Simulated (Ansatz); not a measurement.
**TaN in Ansatz: the effect of functional**

Crystal: TaN.

```
Ta N
1.0
     2.97666    0.00000    0.00000
    -1.48833    2.57787    0.00000
     0.00000    0.00000    2.92094
Ta N
1 1
Direct
  0.00000 0.00000 0.50000
  0.66667 0.33333 0.00000
```

The cell isn't the ideal one: volume scaled by 1.04.

Alike in all runs:

| Quantity | Value |
| --- | --- |
| Program | Ansatz 0.2.0 |
| Task | single point |
| Potentials or basis | Ansatz PAW |
| k mesh | 10 × 10 × 9 |
| Occupations | fermi-dirac, width 0.05 eV |
| Spin | no spin polarisation |

Problem. One run gave: pressure -23.5 GPa. Which functional did it use?
A. LDA
B. PBEsol
C. r2SCAN

Solution. A.

```csv
functional,cutoff,pressure (GPa)
LDA,420 eV (not typed: the program's choice for these potentials),-23.5
PBEsol,420 eV (not typed: the program's choice for these potentials),-17.2
r2SCAN,500 eV (not typed: the program's choice for these potentials),-13.2
```

Caveats: the PAW data sets come from PBE, with cores solved anew for the run's functional, which leaves a small shift of forces and pressure.
